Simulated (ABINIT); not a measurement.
# GaN (F-43m) in ABINIT: notebook, part 2 of 2

ABINIT 10.8.3 (patched build).

### 3 Band structure, PW91

run.abi

```
# Datasets: ground state, then fixed potential
ndtset 2

# Pseudopotentials
pp_dirpath "./"
pseudos "Ga.upf, N.upf"

# Structure
acell 3*1.0
rprim
     0.0000000000     4.2584989699     4.2584989699
     4.2584989699     0.0000000000     4.2584989699
     4.2584989699     4.2584989699     0.0000000000
ntypat 2
znucl 31 7
natom 2
typat 1 2
xred
     0.0000000000     0.0000000000     0.0000000000
     0.2500000000     0.2500000000     0.2500000000

# Plane-wave basis
ecut 1142.878222 eV

# Exchange and correlation
ixc -109134

# Bands and occupations
occopt 3
tsmear 0.00183747

# SCF cycle
nstep 100

# Output
iomode 3
prtwf 0
prteig 0
prtebands 0
enunit 1
prtden1 1

# Dataset 1
kptopt1 1
ngkpt1 10 10 10
nshiftk1 1
shiftk1 0.0 0.0 0.0
nband1 13
tolvrs1 1.0e-10

# Dataset 2: bands along G-X-W-K-G-L-U-W-L-K
iscf2 -2
getden2 1
nband2 17
nbdbuf2 2
tolwfr2 1.0e-12
kptopt2 -9
ndivsm2 5
prteig2 1
prtvol2 -3
kptbounds2
     0.0000000000     0.0000000000     0.0000000000
     0.5000000000     0.0000000000     0.5000000000
     0.5000000000     0.2500000000     0.7500000000
     0.3750000000     0.3750000000     0.7500000000
     0.0000000000     0.0000000000     0.0000000000
     0.5000000000     0.5000000000     0.5000000000
     0.6250000000     0.2500000000     0.6250000000
     0.5000000000     0.2500000000     0.7500000000
     0.5000000000     0.5000000000     0.5000000000
     0.3750000000     0.3750000000     0.7500000000
```

Potentials or basis: PseudoDojo NC SR PBE v0.4.1 standard.

Run with:

```bash
> abinit run.abi > log 2>&1
```

run.abo:

```text
.Version 10.8.3 of ABINIT
 DATASET    1 : space group F-4 3 m (#216); Bravais cF (face-center cubic)
================================================================================
 Values of the parameters that define the memory need for DATASET  1.
     intxc =       0    ionmov =       0      iscf =       7    lmnmax =       6
     lnmax =       6     mgfft =      36  mpssoang =       3    mqgrid =    3001
     natom =       2  nloc_mem =       1    nspden =       1   nspinor =       1
    nsppol =       1      nsym =      24    n1xccc =    2501    ntypat =       2
    occopt =       3   xclevel =       2
       mpw =        2020          nfft =       46656          nkpt =          47
================================================================================
================================================================================

 DATASET    2 : space group F-4 3 m (#216); Bravais cF (face-center cubic)
================================================================================
 Values of the parameters that define the memory need for DATASET  2.
     intxc =       0    ionmov =       0      iscf =      -2    lmnmax =       6
     lnmax =       6     mgfft =      36  mpssoang =       3    mqgrid =    3001
     natom =       2  nloc_mem =       1    nspden =       1   nspinor =       1
    nsppol =       1      nsym =      24    n1xccc =    2501    ntypat =       2
    occopt =       3   xclevel =       2
       mpw =        2033          nfft =       46656          nkpt =          87
================================================================================
================================================================================

--------------------------------------------------------------------------------
------------- Echo of variables that govern the present computation ------------
--------------------------------------------------------------------------------
 -outvars: echo values of preprocessed input variables --------
            acell      1.0000000000E+00  1.0000000000E+00  1.0000000000E+00 Bohr
              amu      6.97230000E+01  1.40067400E+01
             ecut      4.20000000E+01 Hartree
           enunit           1
           getden1          0
           getden2          1
             iscf1          7
             iscf2         -2
              ixc     -109134
           jdtset        1    2
           kptopt1          1
           kptopt2         -9
         kptrlatt       10    0    0      0   10    0      0    0   10
          kptrlen1     6.02242700E+01
          kptrlen2     3.00000000E+01
            natom           2
            nband1         13
            nband2         17
           nbdbuf1          0
           nbdbuf2          2
           ndtset           2
           ndivsm1          0
           ndivsm2          5
            ngfft          36      36      36
             nkpt1         47
             nkpt2         87
            nstep         100
             nsym          24
           ntypat           2
           occopt           3
        prtebands           0
           prteig1          0
           prteig2          1
           prtvol1          0
           prtvol2         -3
            prtwf           0
            rprim      0.0000000000E+00  4.2584989699E+00  4.2584989699E+00
                       4.2584989699E+00  0.0000000000E+00  4.2584989699E+00
                       4.2584989699E+00  4.2584989699E+00  0.0000000000E+00
           shiftk1     0.00000000E+00  0.00000000E+00  0.00000000E+00
           shiftk2     5.00000000E-01  5.00000000E-01  5.00000000E-01
          spgroup         216
[... 798 lines left out ...]
  4.30E-07
 -3.5511E-01 -3.0173E-01 -2.9715E-01 -2.9649E-01 -2.9328E-01 -2.2515E-01
 -2.2918E-02  3.8128E-02  1.1854E-01  3.8816E-01  4.8339E-01  5.9190E-01
  6.5707E-01  7.0483E-01  9.2926E-01  1.0342E+00  1.0858E+00
 Non-SCF case, kpt   87 (  0.37500  0.37500  0.75000), residuals and eigenvalues=
  4.36E-13  7.76E-13  2.91E-13  8.32E-13  1.20E-13  5.17E-13  5.00E-13  5.05E-13
  1.58E-13  5.13E-13  5.62E-13  6.04E-13  7.43E-13  4.97E-13  3.57E-13  4.58E-10
  3.30E-06
 -3.5486E-01 -3.0171E-01 -2.9663E-01 -2.9659E-01 -2.9311E-01 -2.2393E-01
 -2.1982E-02  3.7785E-02  1.1395E-01  3.7844E-01  4.8202E-01  6.0034E-01
  6.6538E-01  6.9347E-01  9.4801E-01  1.0345E+00  1.0996E+00

--- !ResultsGS
iteration_state: {dtset: 2, }
comment   : Summary of ground state results
lattice_vectors:
- [  0.0000000,   4.2584990,   4.2584990, ]
- [  4.2584990,   0.0000000,   4.2584990, ]
- [  4.2584990,   4.2584990,   0.0000000, ]
lattice_lengths: [   6.02243,    6.02243,    6.02243, ]
lattice_angles: [ 60.000,  60.000,  60.000, ] # degrees, (23, 13, 12)
lattice_volume:   1.5445417E+02
convergence: {deltae:  0.000E+00, res2:  0.000E+00, residm:  9.997E-13, diffor:  0.000E+00, }
etotal    :  -8.69714489E+01
entropy   :   0.00000000E+00
fermie    :   2.27163756E-01
cartesian_stress_tensor: null
pressure_GPa: null
xred      :
- [  0.0000E+00,   0.0000E+00,   0.0000E+00, Ga]
- [  2.5000E-01,   2.5000E-01,   2.5000E-01,  N]
cartesian_forces: null
force_length_stats: {min: null, max: null, mean: null, }
...

 Integrated electronic density in atomic spheres:
 ------------------------------------------------
 Atom  Sphere_radius  Integrated_density
    1        2.00000         10.88229830
    2        2.00000          5.22926163
================================================================================

 ----iterations are completed or convergence reached----

 Mean square residual over all n,k,spin=   50.728E-14; max=  99.972E-14
 reduced coordinates (array xred) for    2 atoms
       0.000000000000      0.000000000000      0.000000000000
       0.250000000000      0.250000000000      0.250000000000

 cartesian coordinates (angstrom) at end:
    1      0.00000000000000     0.00000000000000     0.00000000000000
    2      1.12675030299809     1.12675030299809     1.12675030299809
 length scales=  1.000000000000  1.000000000000  1.000000000000 bohr
              =  0.529177210544  0.529177210544  0.529177210544 angstroms
 Eigenvalues (   eV  ) for nkpt=  87  k points:
 kpt#   1, nband= 17, wtk=  1.00000, kpt=  0.0000  0.0000  0.0000 (reduced coord)
 -10.64059   -8.32174   -8.32174   -8.32174   -8.01438   -8.01438    5.26395    5.26395
   5.26395    7.00994   15.59795   15.59795   15.59795   22.85206   24.11768   24.11768
  24.11840
 kpt#   2, nband= 17, wtk=  1.00000, kpt=  0.0357  0.0000  0.0357 (reduced coord)
 -10.62167   -8.31845   -8.31845   -8.31708   -8.01586   -8.01344    5.05604    5.22157
   5.22157    7.22401   15.47304   15.64078   15.64078   22.86573   23.33322   24.20673
  24.20674
 kpt#   3, nband= 17, wtk=  1.00000, kpt=  0.0714  0.0000  0.0714 (reduced coord)
 -10.56618   -8.30868   -8.30868   -8.30232   -8.01992   -8.01068    4.59958    5.09859
   5.09859    7.69549   15.13352   15.76622   15.76622   21.74058   23.65923   24.47234
  24.47234
 kpt#   4, nband= 17, wtk=  1.00000, kpt=  0.1071  0.0000  0.1071 (reduced coord)
 -10.47805   -8.29277   -8.29277   -8.27543   -8.02500   -8.00622    4.06376    4.90640
   4.90640    8.24402   14.65518   15.96593   15.96593   20.47136   24.44084   24.90981
  24.90982
 kpt#   5, nband= 17, wtk=  1.00000, kpt=  0.1429  0.0000  0.1429 (reduced coord)
[... 317 lines left out ...]
   3.55121   11.16244   12.86811   15.67230   17.22689   20.26632   24.69775   26.84726
  28.75062
 kpt#  85, nband= 17, wtk=  1.00000, kpt=  0.4028  0.4028  0.6944 (reduced coord)
  -9.67544   -8.21309   -8.10702   -8.06134   -7.98166   -6.20281   -0.76051    1.29541
   3.37894   10.86359   13.06915   15.85163   17.58084   19.66619   24.91975   27.77648
  29.00283
 kpt#  86, nband= 17, wtk=  1.00000, kpt=  0.3889  0.3889  0.7222 (reduced coord)
  -9.66294   -8.21036   -8.08583   -8.06798   -7.98065   -6.12668   -0.62363    1.03750
   3.22574   10.56230   13.15380   16.10639   17.87969   19.17950   25.28646   28.14096
  29.54567
 kpt#  87, nband= 17, wtk=  1.00000, kpt=  0.3750  0.3750  0.7500 (reduced coord)
  -9.65618   -8.20992   -8.07184   -8.07073   -7.97597   -6.09341   -0.59817    1.02818
   3.10063   10.29784   13.11655   16.33615   18.10584   18.87024   25.79661   28.15075
  29.92186

== END DATASET(S) ==============================================================
================================================================================

 -outvars: echo values of variables after computation  --------
            acell      1.0000000000E+00  1.0000000000E+00  1.0000000000E+00 Bohr
           etotal1    -8.6971448865E+01
            fcart1    -1.2645982738E-28 -1.2645982738E-28  3.7937948214E-28
                       1.2645982738E-28  1.2645982738E-28 -3.7937948214E-28
            rprim      0.0000000000E+00  4.2584989699E+00  4.2584989699E+00
                       4.2584989699E+00  0.0000000000E+00  4.2584989699E+00
                       4.2584989699E+00  4.2584989699E+00  0.0000000000E+00
           strten1    -1.6544871007E-04 -1.6544871007E-04 -1.6544871007E-04
                       0.0000000000E+00  0.0000000000E+00  0.0000000000E+00
           xangst      0.0000000000E+00  0.0000000000E+00  0.0000000000E+00
                       1.1267503030E+00  1.1267503030E+00  1.1267503030E+00
             xred      0.0000000000E+00  0.0000000000E+00  0.0000000000E+00
                       2.5000000000E-01  2.5000000000E-01  2.5000000000E-01
 Calculation completed.
```

Wall time 86 s (1 thread of Arm Neoverse V2, shared host); peak memory 0.11 GiB.

What came out:

| Item | Value |
| --- | --- |
| Free energy | -2366.6137 eV |
| Pressure | 4.9 GPa |
| Band gap on the k mesh | 1.75 eV, direct |
| Band gap along the path | 1.75 eV, direct |
| Valence electrons inside the program's atomic spheres | Ga 10.88; N 5.23 |

Levels at the corners of the path, in eV from the valence-band top:
| point | band 7 | band 8 | band 9 | band 10 | band 11 | band 12 |
| --- | --- | --- | --- | --- | --- | --- |
| Γ | 0.00 | 0.00 | 0.00 | 1.75 | 10.33 | 10.33 |
| X | -6.12 | -2.69 | -2.69 | 3.40 | 6.67 | 11.71 |
| W | -5.69 | -3.68 | -3.62 | 6.25 | 8.36 | 10.29 |
| K | -5.86 | -4.24 | -2.16 | 5.03 | 7.85 | 11.07 |
| Γ | 0.00 | 0.00 | 0.00 | 1.75 | 10.33 | 10.33 |
| L | -7.02 | -0.96 | -0.96 | 4.65 | 8.74 | 10.39 |
| U | -5.86 | -4.24 | -2.16 | 5.03 | 7.85 | 11.07 |
| W | -5.69 | -3.68 | -3.62 | 6.25 | 8.36 | 10.29 |
| L | -7.02 | -0.96 | -0.96 | 4.65 | 8.74 | 10.39 |
| K | -5.86 | -4.24 | -2.16 | 5.03 | 7.85 | 11.07 |

Caveat: the potentials were made for another functional, which shifts forces and pressure.

### 4 Equation of state, HCTH407

run.abi

```
# Datasets: one volume each
ndtset 7
getwfk -1
scalecart1 3*0.9795861087
scalecart2 3*0.9864848297
scalecart3 3*0.9932883884
scalecart4 3*1.0000000000
scalecart5 3*1.0066227096
scalecart6 3*1.0131594038
scalecart7 3*1.0196128224

# Pseudopotentials
pp_dirpath "./"
pseudos "Ga.GGA_PBE-JTH.xml, N.GGA_PBE-JTH.xml"

# Structure
acell 3*1.0
rprim
     0.0000000000     4.2584989699     4.2584989699
     4.2584989699     0.0000000000     4.2584989699
     4.2584989699     4.2584989699     0.0000000000
ntypat 2
znucl 31 7
natom 2
typat 1 2
xred
     0.0000000000     0.0000000000     0.0000000000
     0.2500000000     0.2500000000     0.2500000000

# Plane-wave basis
ecut 680.284656 eV
pawecutdg 47.0

# k points
kptopt 1
ngkpt 10 10 10
nshiftk 1
shiftk 0.0 0.0 0.0

# Exchange and correlation
ixc 27

# Bands and occupations
nband 13
occopt 3
tsmear 0.05 eV

# SCF cycle
nstep 100
tolvrs 1.0e-9

# Output
iomode 3
prtwf 1
prtden 0
prteig 0
prtebands 0
```

Potentials or basis: JTH PAW PBE v2.0.

Run with:

```bash
> abinit run.abi > log 2>&1
```

Run time: 2.8 min. Hardware: 1 thread of Arm Neoverse V2, shared host; peak memory 0.14 GiB.

Results (log left out):

| Quantity | Value |
| --- | --- |
| Equilibrium volume | 11.79 Å³/atom |
| Bulk modulus | 164 GPa |
| Pressure derivative of the bulk modulus | 5.2 (rough: it moves with the points fitted) |

Energy against volume, from the lowest point:
| volume (Å³/atom) | energy (meV/atom) |
| --- | --- |
| 10.757 | 56.03 |
| 10.986 | 32.31 |
| 11.215 | 15.79 |
| 11.444 | 5.25 |
| 11.673 | 0.23 |
| 11.902 | 0.00 |
| 12.131 | 4.21 |

Caveat: the cutoff is too short for stress, so the log's stress isn't used; pressures at fixed basis lie under the slope of the energies; the PAW data sets were made with another functional, which shifts forces and pressure a little.

### 5 Band structure, WC

run.abi

```
ndtset 2

pp_dirpath "./"
pseudos "Ga.upf, N.upf"

acell 3*1.0 Angstrom
rprim
     0.0000000000     2.2535006075     2.2535006075
     2.2535006075     0.0000000000     2.2535006075
     2.2535006075     2.2535006075     0.0000000000
ntypat 2
znucl 31 7
natom 2
typat 1 2
xred
     0.0000000000     0.0000000000     0.0000000000
     0.2500000000     0.2500000000     0.2500000000

ecut 1142.878222 eV

ixc 23

occopt 3
tsmear 0.05 eV

nstep 100

iomode 3
prtwf 0
prteig 0
prtebands 0
enunit 1
prtden1 1
prtvha1 1
prtvclmb1 1
prtpot1 1
prtelf1 1

kptopt1 1
ngkpt1 10 10 10
nshiftk1 1
shiftk1 0.0 0.0 0.0
nband1 13
tolvrs1 1.0e-10

iscf2 -2
getden2 1
nband2 17
nbdbuf2 2
tolwfr2 1.0e-12
kptopt2 -9
ndivsm2 5
prteig2 1
kptbounds2
     0.0000000000     0.0000000000     0.0000000000
     0.5000000000     0.0000000000     0.5000000000
     0.5000000000     0.2500000000     0.7500000000
     0.3750000000     0.3750000000     0.7500000000
     0.0000000000     0.0000000000     0.0000000000
     0.5000000000     0.5000000000     0.5000000000
     0.6250000000     0.2500000000     0.6250000000
     0.5000000000     0.2500000000     0.7500000000
     0.5000000000     0.5000000000     0.5000000000
     0.3750000000     0.3750000000     0.7500000000
```

Potentials or basis: PseudoDojo NC SR PBEsol v0.4.1 standard.

Run with:

```bash
> abinit run.abi > log 2>&1
```

Run time: 81 s. Hardware: 1 thread of Arm Neoverse V2, shared host; peak memory 0.11 GiB.

It converged, with:

* Free energy: -2363.4927 eV
* Pressure: -0.5 GPa
* Band gap on the k mesh: 1.69 eV, direct
* Band gap along the path: 1.69 eV, direct
* Valence electrons inside the program's atomic spheres: Ga 10.89; N 5.21

Levels at the corners of the path, in eV from the valence-band top:
```tsv
point	band 7	band 8	band 9	band 10	band 11	band 12
Γ	0.00	0.00	0.00	1.69	10.25	10.25
X	-6.17	-2.72	-2.72	3.26	6.57	11.56
W	-5.73	-3.73	-3.67	6.13	8.35	10.20
K	-5.90	-4.30	-2.18	4.90	7.80	10.94
Γ	0.00	0.00	0.00	1.69	10.25	10.25
L	-7.09	-0.97	-0.97	4.58	8.63	10.30
U	-5.90	-4.30	-2.18	4.90	7.80	10.94
W	-5.73	-3.73	-3.67	6.13	8.35	10.20
L	-7.09	-0.97	-0.97	4.58	8.63	10.30
K	-5.90	-4.30	-2.18	4.90	7.80	10.94
```

Caveat: the potentials were made for another functional, which shifts forces and pressure.

### 6 Summary

| task | level | potentials or basis | cutoff (eV) | fine-grid cutoff | gap on the mesh (eV) | pressure (GPa) | V0 of scaled cells (Å³/atom) | B0 (GPa) |
| --- | --- | --- | --- | --- | --- | --- | --- | --- |
| equation of state | LDA | JTH PAW LDA v2.0 | 544 | 1088.46 eV | - | - | 11.06 | 201 |
| band structure | PW91 | PseudoDojo NC SR PBE v0.4.1 standard | 1143 | - | 1.75 | 4.9 | - | - |
| equation of state | HCTH407 | JTH PAW PBE v2.0 | 680 | 1278.94 eV | - | - | 11.79 | 164 |
| band structure | WC | PseudoDojo NC SR PBEsol v0.4.1 standard | 1143 | - | 1.69 | -0.5 | - | - |

Alike in all rows: no spin polarisation; cell as given; k mesh 10 × 10 × 10; smearing fermi-dirac 0.05 eV.

Caveats: pressures at fixed basis lie under the slope of the energies (some runs); the potentials were made for another functional, which shifts forces and pressure (some runs); the PAW data sets were made with another functional, which shifts forces and pressure a little (some runs).

Total energies depend on the potentials used, so only differences within one code and one set of settings carry meaning.

### 7 How close it comes

Step 3. Against the measured gap of GaN, 3.299 eV (direct; 0 K; a printed reference work, textbook), the calculated 1.75 eV is off by -1.55 eV. Spin-orbit coupling on Ga is left out. The value is that of PW91, without temperature or zero-point motion. Semilocal functionals fall short of measured gaps as a rule. The cell is a database's relaxed one, not the measured one, which moves gaps too.

Step 5. A measured gap of GaN is 3.299 eV (direct; 0 K; a printed reference work, textbook); the calculated 1.69 eV misses it by -1.61 eV. Spin-orbit coupling on Ga is left out. The value is that of WC, without temperature or zero-point motion. Semilocal functionals fall short of measured gaps as a rule. The cell is a database's relaxed one, not the measured one, which moves gaps too.
